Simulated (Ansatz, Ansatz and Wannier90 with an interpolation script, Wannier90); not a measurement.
## From a coarse GW mesh to bands everywhere: InP (F-43m)

Wanted: quasiparticle gap and band widths of InP (F-43m) over the whole zone.

Program: Ansatz 0.2.0. Level of theory: r2SCAN, Wannier functions and G0W0, plane waves, PAW. Results are calculated unless marked as measured.

The database entry behind the starting cell differs from later determinations by our own check (0.1 to 0.3 % short, probably kX units), so it need not match the best structure at ambient conditions.

### 1. The structure

It takes space group F-43m (No. 216, cubic). The conventional cell has a = 5.861 Å, b = 5.861 Å, c = 5.861 Å, α = 90.00°, β = 90.00°, γ = 90.00°. In has 4 P at 2.54 Å nearest. Nearest to P lie 4 In at 2.54 Å. Farther neighbours are not listed.

The cell and positions come from the Crystallography Open Database and are kept as given unless a step says otherwise. The default PAW set here is soft_2. Its files were made with PBE.

### 2. r2SCAN bands

The cheap functional maps the bands first; the places of the edges decide which points the dearer methods must see.

This step: DFT, r2SCAN, plane waves, PAW.

input.yaml

```yaml
crystal:
  lattice:
    - [0.0, 2.9305, 2.9305]
    - [2.9305, 0.0, 2.9305]
    - [2.9305, 2.9305, 0.0]
  atoms:
    - { symbol: In, position: [0.0, 0.0, 0.0] }
    - { symbol: P, position: [0.75, 0.75, 0.75] }
kpoints:
  mp_grid: { grid: [8, 8, 8] }
  band_path:
    path:
      - [[0.0, 0.0, 0.0], [-0.5, -0.5, 0.0], [-0.375, -0.375, 0.25]]
      - [[-0.375, 0.0, 0.375], [0.0, 0.0, 0.0], [0.0, 0.0, 0.5], [-0.5, -0.25, 0.25], [-0.5, -0.5, 0.0]]
    npoints: 10
hamiltonian:
  xc: r2scan
scf:
  occupations: { method: fermi_dirac, width: 0.02 }
  n_extra_bands: 30
output:
  eigenvalues: true
  fatbands: true
  write_density: true
  write_potential: true
  elf: true
  volumetric_format: npy
```

Run with:

```
> ansatz run input.yaml --threads 12 --pin off --max-ram 22118MiB --backend cpu --events-out ev --progress --plain --runs-dir out
```

Numbers of over 12 decimals in the logs are rounded to 6 here.

The program printed:

```text
scf.n_extra_bands = 30 over 9 filled bands (N_el = 18.0): the run solves 39 bands
Engine: ansatz 0.2.0, aarch64-unknown-linux-gnu
Pseudopotentials: kind: paw
Pseudopotential: In, paw, valence charge 13, recommended cutoff 500 eV (meta_gga), In.paw.azcp
Pseudopotential: P, paw, valence charge 5, recommended cutoff 500 eV (meta_gga), P.paw.azcp
Functional definition: r2SCAN
  parameter k0 = 0.174
  parameter k1 = 0.065
  parameter a1 = 4.9479
  exchange = r2scan_x(k0 = k0, k1 = k1, a1 = a1)
  correlation = r2scan_c
Crystal: 2 atoms, lattice volume = 50.333 Å³
Basis set: ecut = 500 eV, 1243 PW (Γ), exchange–correlation on 128×128×128 points (64 copies of the dense FFT grid, shifted against one another)
Bands: 39, of which v1, the nominal top of the filled ones, is band 9 counted from 1 (8 counted from 0)
Symmetry: 24 space group operations
Space group: F-43m (ITA 216), of the structure as read, at distance tolerance 3.7e-5 Å
k-points: 29 of 512 (time reversal used)
Non-local potential: In, projectors of the file, l = 0: 2, l = 1: 2, l = 2: 2, l = 3: 2
Non-local potential: P, projectors of the file, l = 0: 2, l = 1: 2, l = 2: 2
PAW form: soft (Blöchl's): semilocal exchange-correlation on the pseudo side does not see the compensation charge
PAW frozen core: In, regenerated for the run's functional (the file was generated under x = pbe(κ = 0.804, μ = 0.219515), c = pbe(β = 0.066725))
PAW frozen core: P, regenerated for the run's functional (the file was generated under x = pbe(κ = 0.804, μ = 0.219515), c = pbe(β = 0.066725))
PAW one-centre angular grid: In, 590 points (default); XC on 289 of its mesh's 2783 points in the sphere
PAW one-centre angular grid: P, 302 points (default); XC on 160 Gauss nodes
Initial density: superposition of atomic densities (neutral atoms: chi_scale 0, normalization atom), corrected by the library's trained network
Initial wavefunctions: pseudopotential atomic-orbital guess
Functional: x = r2scan, c = r2scan; τ floored in thin density (d = 2e-4 eV/Å³)
SCF iter   1: F=—  HF=-6371.724018 eV  |F-HF|=—  |Δ(HF+E_count)|=         —  Δρ=7.24e-3  dr2=2.03e-2  dr2_τ=1.13e-2  ethr=1.77e-3  ⟨swp⟩=6.6  Hψ=6040  notcnv=0  defer=320
preconditioner: auto → none  [insulator: Δε(μ)=1.105 eV  Ē_g=31.519 eV  σ=0.020 eV  W_gap=1.00  n_scr=14 (ndim 8)  ℏωp=22.2 eV  f_vac=0.019  D(μ)=0.00/eV (n_scr^D=0)  ε∞_Penn≈1.5]
SCF iter   2: F=—  HF=-6371.732040 eV  |F-HF|=—  |Δ(HF+E_count)|=   8.02e-3  Δρ=1.84e-3  dr2=2.36e-3  dr2_τ=1.33e-4  ethr=1.13e-4  ⟨swp⟩=3.1  Hψ=1804  notcnv=0  defer=691
SCF iter   3: F=—  HF=-6371.731808 eV  |F-HF|=—  |Δ(HF+E_count)|=   2.32e-4  Δρ=1.11e-3  dr2=3.90e-4  dr2_τ=1.06e-5  ethr=1.31e-5  ⟨swp⟩=2.9  Hψ=870  notcnv=0  defer=691
SCF iter   4: F=—  HF=-6371.731915 eV  |F-HF|=—  |Δ(HF+E_count)|=   1.08e-4  Δρ=2.38e-4  dr2=1.60e-5  dr2_τ=2.56e-7  ethr=2.16e-6  ⟨swp⟩=2.1  Hψ=579  notcnv=0  defer=691
SCF iter   5: F=—  HF=-6371.731918 eV  |F-HF|=—  |Δ(HF+E_count)|=   2.52e-6  Δρ=4.15e-5  dr2=8.51e-7  dr2_τ=2.24e-8  ethr=8.88e-8  ⟨swp⟩=2.5  Hψ=707  notcnv=0  defer=691
SCF iter   6: F=-6371.731918 eV  HF=-6371.731918 eV  |F-HF|=8.28e-9  |Δ(HF+E_count)|=   1.64e-7  Δρ=8.35e-6  dr2=2.09e-8  dr2_τ=7.94e-10  ethr=5.56e-10  ⟨swp⟩=10.1  Hψ=7549  notcnv=0
SCF 1 converged in 6 iterations: F = -6371.731918 eV  dr2 = 2.09e-8
[...]
NSCF: frozen V_eff on 62 k-points
SCF converged after 6 iterations
Free energy (F): -6371.731918 eV
Harris-Foulkes:  -6371.731918 eV  (|F-HF|=8.28e-9)
Internal energy: -6371.731918 eV  (E = F + TS)
E sigma→0 (E₀):  -6371.731918 eV
Fermi energy:    7.411463 eV
--- Per-component energies (eV) ---
  E_band       = -61.674251
  E_kinetic    = 313.442048
  E_local      = -1399.735784  (includes V_loc(G=0)·N_el)
  E_nonlocal   = 401.603294
  E_hartree    = 553.312099
  E_xc         = -259.120747
  E_vxc        = -171.402624  (∫ρ·V_xc dr)
  E_paw        = -4761.399253  (= ΣΔE_a)
  E_vpaw       = -322.426891  (= ΣTr[D̂ρ^β])
  E_aug_tail   = 0.000008  (compensation charges beyond the density's cutoff)
  E_vtau       = 10.225332  (kinetic-family band-sum trace: ∫τ·v_τ [+ j·A + Jᵃ·Aᵃ] dr)
  E_ewald      = -1220.708286
  E_core_change = 0.874704  (= ΣΔE_core)
  E_smearing   = -0.000000  (= −TS)
  E_closure    = -0.000000  (closes the sum)
  Σ components = -6371.731918   (vs F -6371.731918, Δ=0.00e0)
--- Band table (eV; the first three rows and the last of 29) ---
  k-point 0: bands = [... 5 lower, -5.1810, 6.8181, 6.8181, 6.8181, 7.9828, 11.2448, 11.2448, 11.2448, ... 26 higher]
  k-point 1: bands = [... 5 lower, -4.9929, 5.3208, 6.6266, 6.6266, 8.8609, 11.4155, 11.5328, 11.5328, ... 26 higher]
  k-point 2: bands = [... 5 lower, -4.4696, 3.3314, 6.2420, 6.2420, 8.9924, 11.9669, 11.9669, 12.5706, ... 26 higher]
  k-point 28: bands = [... 5 lower, -2.6196, 1.1051, 3.7580, 3.8165, 11.3931, 11.6049, 12.8531, 13.3959, ... 26 higher]
```

Wall time 3.3 s (12 threads of Arm Neoverse V2, shared host); peak memory 0.62 GiB.

This step gave:

* filled bands: 9
* gap: 1.165 eV
* valence top at: Γ
* conduction bottom at: Γ
* least direct gap: 1.165 eV

The gap is direct, at Γ.

ELF in the ac plane of a cell with a along [110], b along [-110] and c along [001] of the cube at fractional y = 0.000, with atoms of In and P within 0.2 Å of it. It is the smooth field of the valence electrons, not physical close to the nuclei.

Ten even steps from '0' (0.00) to '9' (0.86), each cell a mean:
```
01222332221002223332220
12221001222122211011222
22210000122222210001222
22100000012221100000112
11000000001110000000001
00000000000000000000000
00001111000000001110000
00013443100000124442100
00247887410001367875310
01478888641002578887520
02687447862014785358741
14795005974126881028852
23797117973225994049952
22489779842223699799632
01259998521012379997321
00236776320001246764210
```
Columns run along a (8.3 Å), rows up along c (5.9 Å), edges of the conventional cell, whose origin can differ from the input's. Atoms in or near the plane, at fractional coordinates: In at (0.50, 0.00), In at (0.00, 0.00), P at (0.75, 0.25), P at (0.25, 0.25).

Electrostatic potential energy in the ac plane of a cell with a along [110], b along [-110] and c along [001] of the cube at fractional y = 0.000, with atoms of In and P within 0.2 Å of it. With pseudopotentials it is smooth inside the atoms' cores, unlike the true potential.

Ten even steps from '0' (-49 eV) to '9' (11 eV), each cell a mean:
```
22589999852223799999732
34799999974336899999853
77899999987778999999987
99999999999999999999999
99999999999999999999999
99999999999999999999999
99999999999999999999999
99999999999999999999999
99999999999999999999999
99998668999999987678999
99984114899999962026999
99971001799999840004899
88972002798889850005898
56886336886557874247875
23688888863224788888742
22589999852223799999732
```
Columns run along a (8.3 Å; values clipped at the 3rd and 97th percentile), rows up along c (5.9 Å), edges of the conventional cell, whose origin can differ from the input's. Atoms in or near the plane, at fractional coordinates: In at (0.50, 0.00), In at (0.00, 0.00), P at (0.75, 0.25), P at (0.25, 0.25).

### 3. Overlaps and projections on 16×16×16

This step: overlaps and projections of r2SCAN states for Wannier90, plane waves, PAW.

input.yaml, the sections that differ from step 2:

```yaml
kpoints:
  mp_grid: { grid: [8, 8, 8] }
scf:
  occupations: { method: fixed }
  n_extra_bands: 30
output:
  wannier:
    kmesh: [16, 16, 16]
    projections:
      - { species: In, l: s, shell: 5 }
      - { species: In, l: p, shell: 5 }
      - { species: P, l: p, shell: 3 }
    minimise: false
    seedname: w
    disentanglement: { window: [0.79, 18.26], frozen_window: [0.79, 10.98] }
# crystal, hamiltonian: as in step 2
```

The program printed:

```text
[...]
Crystal: 2 atoms, lattice volume = 50.333 Å³
Basis set: ecut = 500 eV, 1243 PW (Γ), exchange–correlation on 128×128×128 points (64 copies of the dense FFT grid, shifted against one another)
Bands: 39, of which v1, the nominal top of the filled ones, is band 9 counted from 1 (8 counted from 0)
Symmetry: 24 space group operations
[...]
k-points: 29 of 512 (time reversal used)
[...]
--- Band table (eV; the first three rows and the last of 29) ---
  k-point 0: bands = [... 5 lower, -5.1810, 6.8181, 6.8181, 6.8181, 7.9828, 11.2448, 11.2448, 11.2448, ... 26 higher]
  k-point 1: bands = [... 5 lower, -4.9929, 5.3208, 6.6266, 6.6266, 8.8609, 11.4155, 11.5328, 11.5328, ... 26 higher]
  k-point 2: bands = [... 5 lower, -4.4696, 3.3314, 6.2420, 6.2420, 8.9924, 11.9669, 11.9669, 12.5706, ... 26 higher]
  k-point 28: bands = [... 5 lower, -2.6196, 1.1051, 3.7580, 3.8165, 11.3931, 11.6049, 12.8531, 13.3959, ... 26 higher]
[key lines of the parts left out:]
SCF converged after 6 iterations
Free energy (F): -6371.731918 eV
Fermi energy:    6.818116 eV
```

Wall time 12 s (12 threads); peak memory 3.9 GiB; 86 s of CPU time.

(Continued in part 2 of 3.)

[Paths, hosts, dates, memory and timing lines, banners, echoed tables and standing remarks are left out of the program output.]

[Logs are printed without paths, hosts, clocks, repeated set-up lines and the standing remarks that a program may print on its own settings, such as how far it seeks lower states.]

[Runs of the session that timed out or met a known fault of the program may be left out.]

[Hosts, paths, dates, database ids (printed as entryN), source tags and the programs' standing remarks are cut or masked in the printed files.]
